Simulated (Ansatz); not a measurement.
# NiSi$_{2}$: pressure against volume

NiSi$_{2}$, Fm-3m, a = 5.447 Å. Ansatz: PBE, PAW, 420 eV, Γ-centred 14×14×14 mesh on 3 atoms, Gaussian smearing 0.10 eV; no spin polarisation. Symmetry fixes shape and atoms, so the cell is only scaled; pressure is positive in compression.

| V (Å³/atom) | P (GPa) |
| --- | --- |
| 11.851 | 24.63 |
| 12.255 | 16.79 |
| 12.659 | 10.29 |
| 13.063 | 4.73 |
| 13.467 | 0.01 |
| 13.871 | ? |
| 14.275 | -7.49 |
| 14.813 | -11.19 |

Task: Take V0 = 13.467 Å³/atom, count pressures from its P0 = 0.01 GPa, fit the third-order Birch–Murnaghan form to the other rows, and predict the missing pressure.

Result: With the Eulerian strain f = ½[(V0/V)^(2/3) − 1] and y = (P − P0)/[3f(1 + 2f)^(5/2)], the form is the line y = B0 + 1.5 B0 (B0′ − 4) f. Rows (f, y): 0.04448, 149.1; 0.03245, 147.3; 0.02106, 146.8; 0.01026, 145.8; -0.01905, 144.6; -0.03077, 142.2. Means f = 0.009738, y = 145.97; Σ(Δf)² = 0.004321, ΣΔfΔy = 0.3404; the slope is their ratio. y = 145.2 + 78.78 f GPa, so B0 = 145.2 GPa and B0′ = 4 + 2 × (78.78)/(3 × 145.2) = 4.36. At V = 13.871, f = -0.00976, y = 144.43 and P = -4.02 GPa. The run gave -4.04 GPa, so the fit is 0.02 GPa too high, within the rms miss on the fitted rows (0.04 GPa).